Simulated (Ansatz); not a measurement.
# CaZnC2O6 (R-3): the host for defect calculations, part 4 of 4

Aim: the runs on the perfect crystal CaZnC2O6 (R-3) that a defect calculation needs first.

Ansatz 0.2.0; plane-wave PAW DFT, PBEsol; relaxation of the host's cell and atoms (the session's first sound run).

So far. Step 3 (Dielectric tensors of the host): The principal values of the electronic dielectric tensor are 2.61, 3.38 and 3.38. The principal values of the static dielectric tensor are 8.61, 10.54 and 10.54.

## 5. Defect free supercell relaxed from displaced atoms

This step: plane-wave PAW DFT, PBEsol; relaxation of the defect-free supercell from random displacements, a test of the host's stability (Ansatz 0.2.0).

The input, pristine.rattled/input.yaml:

```yaml
crystal:
  lattice:
    - [4.8097032692, 2.7768834447, 10.6271025705]
    - [-4.8097032692, 2.7768834447, 10.6271025705]
    - [0.0, -5.553766987, 10.627102545]
  atoms:
    - { symbol: Ca, position: [0.0, 0.0, 0.0] }
    - { symbol: Zn, position: [0.25, 0.25, 0.25] }
    - { symbol: C, position: [0.3788620824, 0.3788620824, 0.3788620824] }
    - { symbol: C, position: [0.1211379176, 0.1211379176, 0.1211379176] }
    - { symbol: O, position: [0.365255681, 0.0181924062, 0.250960244] }
    - { symbol: O, position: [0.250960244, 0.365255681, 0.0181924062] }
    - { symbol: O, position: [0.0181924062, 0.250960244, 0.365255681] }
    - { symbol: O, position: [0.134744319, 0.4818075938, 0.249039756] }
    - { symbol: O, position: [0.249039756, 0.134744319, 0.4818075938] }
    - { symbol: O, position: [0.4818075938, 0.249039756, 0.134744319] }
    - { symbol: Ca, position: [0.0, 0.0, 0.5] }
    - { symbol: Zn, position: [0.25, 0.25, 0.75] }
    - { symbol: C, position: [0.3788620824, 0.3788620824, 0.8788620824] }
    - { symbol: C, position: [0.1211379176, 0.1211379176, 0.6211379176] }
    - { symbol: O, position: [0.365255681, 0.0181924062, 0.750960244] }
    - { symbol: O, position: [0.250960244, 0.365255681, 0.5181924061] }
    - { symbol: O, position: [0.0181924062, 0.250960244, 0.865255681] }
    - { symbol: O, position: [0.134744319, 0.4818075938, 0.749039756] }
    - { symbol: O, position: [0.249039756, 0.134744319, 0.9818075938] }
    - { symbol: O, position: [0.4818075938, 0.249039756, 0.634744319] }
    - { symbol: Ca, position: [0.0, 0.5, 0.0] }
    - { symbol: Zn, position: [0.25, 0.75, 0.25] }
    - { symbol: C, position: [0.3788620824, 0.8788620824, 0.3788620824] }
    - { symbol: C, position: [0.1211379176, 0.6211379176, 0.1211379176] }
    - { symbol: O, position: [0.365255681, 0.5181924061, 0.250960244] }
    - { symbol: O, position: [0.250960244, 0.865255681, 0.0181924062] }
    - { symbol: O, position: [0.0181924062, 0.750960244, 0.365255681] }
    - { symbol: O, position: [0.134744319, 0.9818075938, 0.249039756] }
    - { symbol: O, position: [0.249039756, 0.634744319, 0.4818075938] }
    - { symbol: O, position: [0.4818075938, 0.749039756, 0.134744319] }
    - { symbol: Ca, position: [0.0, 0.5, 0.5] }
    - { symbol: Zn, position: [0.25, 0.75, 0.75] }
    - { symbol: C, position: [0.3788620824, 0.8788620824, 0.8788620824] }
    - { symbol: C, position: [0.1211379176, 0.6211379176, 0.6211379176] }
    - { symbol: O, position: [0.365255681, 0.5181924061, 0.750960244] }
    - { symbol: O, position: [0.250960244, 0.865255681, 0.5181924061] }
    - { symbol: O, position: [0.0181924062, 0.750960244, 0.865255681] }
    - { symbol: O, position: [0.134744319, 0.9818075938, 0.749039756] }
    - { symbol: O, position: [0.249039756, 0.634744319, 0.9818075938] }
    - { symbol: O, position: [0.4818075938, 0.749039756, 0.634744319] }
    - { symbol: Ca, position: [0.5, 0.0, 0.0] }
    - { symbol: Zn, position: [0.75, 0.25, 0.25] }
    - { symbol: C, position: [0.8788620824, 0.3788620824, 0.3788620824] }
    - { symbol: C, position: [0.6211379176, 0.1211379176, 0.1211379176] }
    - { symbol: O, position: [0.865255681, 0.0181924062, 0.250960244] }
    - { symbol: O, position: [0.750960244, 0.365255681, 0.0181924062] }
    - { symbol: O, position: [0.5181924061, 0.250960244, 0.365255681] }
    - { symbol: O, position: [0.634744319, 0.4818075938, 0.249039756] }
    - { symbol: O, position: [0.749039756, 0.134744319, 0.4818075938] }
    - { symbol: O, position: [0.9818075938, 0.249039756, 0.134744319] }
    - { symbol: Ca, position: [0.5, 0.0, 0.5] }
    - { symbol: Zn, position: [0.75, 0.25, 0.75] }
    - { symbol: C, position: [0.8788620824, 0.3788620824, 0.8788620824] }
    - { symbol: C, position: [0.6211379176, 0.1211379176, 0.6211379176] }
    - { symbol: O, position: [0.865255681, 0.0181924062, 0.750960244] }
    - { symbol: O, position: [0.750960244, 0.365255681, 0.5181924061] }
    - { symbol: O, position: [0.5181924061, 0.250960244, 0.865255681] }
    - { symbol: O, position: [0.634744319, 0.4818075938, 0.749039756] }
    - { symbol: O, position: [0.749039756, 0.134744319, 0.9818075938] }
    - { symbol: O, position: [0.9818075938, 0.249039756, 0.634744319] }
    - { symbol: Ca, position: [0.5, 0.5, 0.0] }
    - { symbol: Zn, position: [0.75, 0.75, 0.25] }
    - { symbol: C, position: [0.8788620824, 0.8788620824, 0.3788620824] }
    - { symbol: C, position: [0.6211379176, 0.6211379176, 0.1211379176] }
    - { symbol: O, position: [0.865255681, 0.5181924061, 0.250960244] }
    - { symbol: O, position: [0.750960244, 0.865255681, 0.0181924062] }
    - { symbol: O, position: [0.5181924061, 0.750960244, 0.365255681] }
    - { symbol: O, position: [0.634744319, 0.9818075938, 0.249039756] }
    - { symbol: O, position: [0.749039756, 0.634744319, 0.4818075938] }
    - { symbol: O, position: [0.9818075938, 0.749039756, 0.134744319] }
    - { symbol: Ca, position: [0.5, 0.5, 0.5] }
    - { symbol: Zn, position: [0.75, 0.75, 0.75] }
    - { symbol: C, position: [0.8788620824, 0.8788620824, 0.8788620824] }
    - { symbol: C, position: [0.6211379176, 0.6211379176, 0.6211379176] }
    - { symbol: O, position: [0.865255681, 0.5181924061, 0.750960244] }
    - { symbol: O, position: [0.750960244, 0.865255681, 0.5181924061] }
    - { symbol: O, position: [0.5181924061, 0.750960244, 0.865255681] }
    - { symbol: O, position: [0.634744319, 0.9818075938, 0.749039756] }
    - { symbol: O, position: [0.749039756, 0.634744319, 0.9818075938] }
    - { symbol: O, position: [0.9818075938, 0.749039756, 0.634744319] }
basis:
  ecutwfc: 420
  xc_grid: 2
hamiltonian:
  xc: pbesol
kpoints:
  mp_grid: { grid: [1, 1, 1], shift: [0.25, 0.25, 0.25] }
scf:
  occupations: { method: fermi_dirac, width: 0.01 }
  max_iter: 80
output:
  forces: true
relax:
  f_tol: 0.01
  max_steps: 120
  random_displacement: { amplitude: 0.08, seed: 79 }
checkpoint:
  write: "../pristine.rattled.run"
  compress: false
  write_wavefunctions: false
  write_every: 100000
```

Run with:

```
$ ansatz run input.yaml --threads 4 --pin off --max-ram 7536MiB --backend cpu --events-out ev --progress --plain --runs-dir out
```

Numbers of over 12 decimals in the logs are rounded to 6 here.

The program printed:

```text
[...]
Crystal: 80 atoms, lattice volume = 851.613 Å³
Basis set: ecut = 420 eV, 16631 PW (Γ), exchange–correlation on 162×162×162 points (8 copies of the dense FFT grid, shifted against one another)
Bands: 344, of which v1, the nominal top of the filled ones, is band 264 counted from 1 (263 counted from 0)
Symmetry: 1 space group operations
k-points: 1
[...]
SCF iter   1: F=—  HF=-71488.043531 eV  |F-HF|=—  |Δ(HF+E_count)|=         —  Δρ=1.20e-2  dr2=9.10e-1  ethr=1.77e-3  ⟨swp⟩=6.0  Hψ=1488  notcnv=0  defer=57
[...]
SCF iter   8: F=-71487.771434 eV  HF=-71487.771434 eV  |F-HF|=1.49e-7  |Δ(HF+E_count)|=   1.47e-6  Δρ=9.05e-6  dr2=7.85e-7  ethr=4.73e-10  ⟨swp⟩=3.0  Hψ=1159  notcnv=0
SCF 1 converged in 8 iterations: F = -71487.771434 eV  dr2 = 7.85e-7
[...]
relax step   1: F+E_penalty+E_count = -71487.77143372 eV  Δ(F+E_penalty+E_count) = +0.000e0 eV  max|allowed force component| = 9.025e0 eV/Å  Δτ_max = 0.0000 Å  (8 SCF iters, dr2 threshold 2.50e-6 eV, accepted)
[...]
relax step   2: F+E_penalty+E_count = -71491.36630154 eV  Δ(F+E_penalty+E_count) = -3.595e0 eV  max|allowed force component| = 3.497e0 eV/Å  Δτ_max = 0.1980 Å  (8 SCF iters, dr2 threshold 1.00e-4 eV, accepted)
relax step   3: F+E_penalty+E_count = -71494.65995483 eV  Δ(F+E_penalty+E_count) = -3.294e0 eV  max|allowed force component| = 2.441e-1 eV/Å  Δτ_max = 0.1766 Å  (8 SCF iters, dr2 threshold 1.00e-4 eV, accepted)
relax step   4: F+E_penalty+E_count = -71494.76393958 eV  Δ(F+E_penalty+E_count) = -1.040e-1 eV  max|allowed force component| = 1.550e-2 eV/Å  Δτ_max = 0.0723 Å  (8 SCF iters, dr2 threshold 3.72e-6 eV, accepted)
SCF iter   1: F=—  HF=-71494.764922 eV  |F-HF|=—  |Δ(HF+E_count)|=         —  Δρ=1.20e-3  dr2=3.98e-3  ethr=7.66e-6  ⟨swp⟩=3.0  Hψ=668  notcnv=0  defer=76
[...]
SCF iter   7: F=-71494.764749 eV  HF=-71494.764749 eV  |F-HF|=5.28e-8  |Δ(HF+E_count)|=   1.92e-8  Δρ=3.11e-6  dr2=5.91e-8  ethr=1.89e-11  ⟨swp⟩=4.0  Hψ=1060  notcnv=0
SCF 5 converged in 7 iterations: F = -71494.764749 eV  dr2 = 5.91e-8
relax step   5: F+E_penalty+E_count = -71494.76474889 eV  Δ(F+E_penalty+E_count) = -8.093e-4 eV  max|allowed force component| = 2.272e-3 eV/Å  Δτ_max = 0.0120 Å  (7 SCF iters, accepted)
SCF converged after 7 iterations
Free energy (F): -71494.764749 eV
[...]
Internal energy: -71494.764749 eV  (E = F + TS)
E sigma→0 (E₀):  -71494.764749 eV
Fermi energy:    7.644974 eV
[...]
--- Forces (eV/Å), atoms counted from 1 ---
  atom   1  Ca    -0.00027901     0.00086182    -0.00030815
  atom   2  Zn     0.00048285     0.00048662     0.00033247
  atom   3  C     -0.00004136    -0.00037510    -0.00019964
  atom   4  C      0.00074428    -0.00153615    -0.00044514
  atom   5  O      0.00023370    -0.00023812    -0.00041374
  atom   6  O      0.00013372     0.00041749    -0.00054714
  atom   7  O     -0.00080866    -0.00047070    -0.00017531
  atom   8  O      0.00026469     0.00039028    -0.00063812
  atom   9  O     -0.00014788     0.00061642    -0.00093427
  atom  10  O      0.00032786    -0.00051937     0.00020496
  atom  11  Ca    -0.00111209     0.00063870     0.00024774
  atom  12  Zn     0.00057988     0.00019084    -0.00051891
  atom  13  C     -0.00113330     0.00060625     0.00011163
  atom  14  C      0.00163981    -0.00039049    -0.00056063
  atom  15  O      0.00087722    -0.00078375    -0.00060015
  atom  16  O      0.00136794     0.00055879    -0.00025466
  atom  17  O     -0.00048226     0.00146031     0.00014024
  atom  18  O      0.00007191     0.00017178    -0.00070064
  atom  19  O     -0.00084731    -0.00081009     0.00028046
  atom  20  O      0.00107474     0.00002142     0.00174520
  atom  21  Ca    -0.00017521    -0.00014606    -0.00034498
  atom  22  Zn     0.00087016    -0.00037573    -0.00070376
  atom  23  C      0.00016504     0.00003526    -0.00008027
  atom  24  C      0.00004829    -0.00032667     0.00025516
  atom  25  O      0.00019934    -0.00108714     0.00001421
  atom  26  O      0.00062359     0.00014891    -0.00000697
  atom  27  O     -0.00035386    -0.00051308     0.00127257
  atom  28  O     -0.00093601     0.00085092    -0.00014744
  atom  29  O     -0.00014264    -0.00050283     0.00034144
  atom  30  O      0.00044760    -0.00060052    -0.00043899
  atom  31  Ca     0.00206782     0.00027343     0.00023128
  atom  32  Zn     0.00067967    -0.00046928     0.00182846
  atom  33  C     -0.00017956     0.00005377    -0.00033532
  atom  34  C      0.00227196     0.00012979    -0.00040340
  atom  35  O      0.00017180    -0.00004244    -0.00162753
  atom  36  O     -0.00000460     0.00060428    -0.00076464
  atom  37  O      0.00059873     0.00111772     0.00045635
  atom  38  O      0.00025431     0.00071906    -0.00015127
  atom  39  O     -0.00032328    -0.00032113     0.00043399
  atom  40  O      0.00022071     0.00095028    -0.00096637
[...]
atom  69  O      0.00087177    -0.00023128     0.00054334
  atom  70  O      0.00002246     0.00053779     0.00071124
  atom  71  Ca    -0.00012572     0.00110923    -0.00016188
  atom  72  Zn    -0.00039987     0.00006632    -0.00135219
  atom  73  C     -0.00165911    -0.00158312     0.00116241
  atom  74  C      0.00015581     0.00004100    -0.00038394
  atom  75  O     -0.00077724     0.00172480     0.00153688
  atom  76  O     -0.00003007    -0.00072748     0.00083774
  atom  77  O      0.00079637    -0.00039047     0.00083774
  atom  78  O     -0.00000691     0.00002902    -0.00053434
  atom  79  O     -0.00025624    -0.00076047     0.00030700
  atom  80  O     -0.00000785    -0.00034601     0.00082489
  max |Σ_I F_I| component: 3.39e-5 eV/Å
--- Relaxed structure (5 steps of the walk, 5 accepted, 0 SCFs on fresh bases) ---
  F+E_penalty+E_count = -71494.76474889 eV   max|allowed force component| = 2.272e-3 eV/Å
  atoms:
    - { symbol: Ca, position: [-0.000666, 0.000294, 0.000871] }
    - { symbol: Zn, position: [0.249383, 0.250346, 0.250830] }
    - { symbol: C, position: [0.378169, 0.379303, 0.379561] }
    - { symbol: C, position: [0.120556, 0.121523, 0.121891] }
    - { symbol: O, position: [0.364475, 0.018545, 0.251849] }
    - { symbol: O, position: [0.250496, 0.365356, 0.019006] }
    - { symbol: O, position: [0.017636, 0.251362, 0.365828] }
    - { symbol: O, position: [0.134259, 0.482140, 0.249799] }
    - { symbol: O, position: [0.248375, 0.135233, 0.482615] }
    - { symbol: O, position: [0.481158, 0.249399, 0.135585] }
    - { symbol: Ca, position: [-0.000564, 0.000334, 0.500698] }
    - { symbol: Zn, position: [0.249339, 0.250431, 0.750699] }
    - { symbol: C, position: [0.378306, 0.379146, 0.879630] }
    - { symbol: C, position: [0.120511, 0.121516, 0.621951] }
    - { symbol: O, position: [0.364497, 0.018662, 0.751699] }
    - { symbol: O, position: [0.250289, 0.365684, 0.518899] }
    - { symbol: O, position: [0.017614, 0.251304, 0.865932] }
    - { symbol: O, position: [0.134305, 0.482220, 0.749678] }
    - { symbol: O, position: [0.248335, 0.135362, 0.982490] }
    - { symbol: O, position: [0.481174, 0.249283, 0.635656] }
    - { symbol: Ca, position: [-0.000514, 0.500239, 0.000786] }
    - { symbol: Zn, position: [0.249435, 0.750373, 0.250684] }
    - { symbol: C, position: [0.378223, 0.879170, 0.379667] }
    - { symbol: C, position: [0.120516, 0.621483, 0.121948] }
    - { symbol: O, position: [0.364547, 0.518637, 0.251675] }
    - { symbol: O, position: [0.250400, 0.865568, 0.018904] }
    - { symbol: O, position: [0.017634, 0.751375, 0.365738] }
    - { symbol: O, position: [0.134395, 0.982105, 0.249669] }
    - { symbol: O, position: [0.248355, 0.635359, 0.482486] }
    - { symbol: O, position: [0.481285, 0.749285, 0.135620] }
    - { symbol: Ca, position: [-0.000796, 0.500448, 0.500813] }
    - { symbol: Zn, position: [0.249315, 0.750364, 0.750808] }
    - { symbol: C, position: [0.378225, 0.879299, 0.879533] }
    - { symbol: C, position: [0.120522, 0.621583, 0.621846] }
    - { symbol: O, position: [0.364544, 0.518543, 0.751835] }
    - { symbol: O, position: [0.250393, 0.865430, 0.519040] }
    - { symbol: O, position: [0.017584, 0.751308, 0.865868] }
    - { symbol: O, position: [0.134201, 0.982166, 0.749805] }
    - { symbol: O, position: [0.248346, 0.635223, 0.982582] }
    - { symbol: O, position: [0.481100, 0.749333, 0.635779] }
    - { symbol: Ca, position: [0.499320, 0.000369, 0.000815] }
    - { symbol: Zn, position: [0.749323, 0.250314, 0.250843] }
    - { symbol: C, position: [0.878263, 0.379192, 0.379576] }
    - { symbol: C, position: [0.620516, 0.121560, 0.121867] }
    - { symbol: O, position: [0.864363, 0.018560, 0.251869] }
    - { symbol: O, position: [0.750414, 0.365306, 0.019077] }
    - { symbol: O, position: [0.517482, 0.251407, 0.365890] }
    - { symbol: O, position: [0.634308, 0.482078, 0.249811] }
    - { symbol: O, position: [0.748371, 0.135107, 0.482607] }
    - { symbol: O, position: [0.981149, 0.249288, 0.135754] }
    - { symbol: Ca, position: [0.499429, 0.000319, 0.500744] }
    - { symbol: Zn, position: [0.749437, 0.250325, 0.750716] }
    - { symbol: C, position: [0.878219, 0.379102, 0.879693] }
    - { symbol: C, position: [0.620528, 0.121426, 0.621973] }
    - { symbol: O, position: [0.864533, 0.018514, 0.751733] }
    - { symbol: O, position: [0.750431, 0.365436, 0.518937] }
    - { symbol: O, position: [0.517683, 0.251330, 0.865822] }
    - { symbol: O, position: [0.634380, 0.482145, 0.749657] }
    - { symbol: O, position: [0.748368, 0.135289, 0.982515] }
    - { symbol: O, position: [0.981151, 0.249361, 0.635624] }
    - { symbol: Ca, position: [0.499454, 0.500411, 0.000640] }
    - { symbol: Zn, position: [0.749357, 0.750390, 0.250688] }
    - { symbol: C, position: [0.878219, 0.879135, 0.379627] }
    - { symbol: C, position: [0.620620, 0.621417, 0.121934] }
    - { symbol: O, position: [0.864540, 0.518564, 0.251754] }
    - { symbol: O, position: [0.750389, 0.865458, 0.018932] }
    - { symbol: O, position: [0.517581, 0.751334, 0.365916] }
    - { symbol: O, position: [0.634246, 0.982194, 0.249697] }
    - { symbol: O, position: [0.748254, 0.635399, 0.482470] }
    - { symbol: O, position: [0.981137, 0.749308, 0.135661] }
    - { symbol: Ca, position: [0.499341, 0.500300, 0.500859] }
    - { symbol: Zn, position: [0.749393, 0.750307, 0.750832] }
    - { symbol: C, position: [0.878237, 0.879161, 0.879572] }
    - { symbol: C, position: [0.620501, 0.621559, 0.621897] }
    - { symbol: O, position: [0.864403, 0.518476, 0.751892] }
    - { symbol: O, position: [0.750453, 0.865270, 0.519033] }
    - { symbol: O, position: [0.517580, 0.751457, 0.865788] }
    - { symbol: O, position: [0.634250, 0.982094, 0.749835] }
    - { symbol: O, position: [0.748471, 0.635076, 0.982574] }
    - { symbol: O, position: [0.981125, 0.749378, 0.635563] }
```

It took 64 s on 4 threads of Arm Neoverse V2, shared host; peak memory 1.9 GiB.

Relaxation path:

| step | energy less that of the first step (eV) | largest force component (eV/Å) |
| --- | --- | --- |
| 1 | 0.0000 | 9.0251 |
| 2 | -3.5949 | 3.4971 |
| 3 | -6.8885 | 0.2441 |
| 4 | -6.9925 | 0.0155 |
| 5 | -6.9933 | 0.0023 |

The relaxation ends 87 meV an atom lower than the displaced start, with a largest force component of 0.0023 eV/Å.

## 6. What came out

```yaml
primitive_cell_vectors_lengths: 5.995, 5.995, 5.995 Å
electronic_dielectric_constant: principal values (2.61, 3.38, 3.38)
static_dielectric_constant: principal values (8.61, 10.54, 10.54)
gap_on_the_k_mesh_of_the_response_run_pbesol: 4.05 eV
supercell_relaxed_in_its_symmetry_less_the_displaced_and_relaxed_one: 0.000 eV
```

Step 5: The energy fell by 6.993 eV from the randomly displaced start; the atoms end within 0.005 Å of the sites as typed, once the mean shift is taken out. The displaced cell ends within 0.01 eV of the symmetric one relaxed in its symmetry, so no lower structure shows in this supercell. The k-mesh can miss the band edges, so this gap is an upper bound at this level. All at zero temperature.

[Logs are printed without paths, hosts, clocks, repeated set-up lines and the standing remarks that a program may print on its own settings, such as how far it seeks lower states.]

[Hosts, paths, dates, database ids (printed as entryN), source tags and the programs' standing remarks are cut or masked in the printed files.]

[Runs of the host that timed out are not shown.]

[For some hosts the program warned that the k-mesh of the response run may be too coarse for force constants and the static dielectric constant; such warnings are not always shown.]
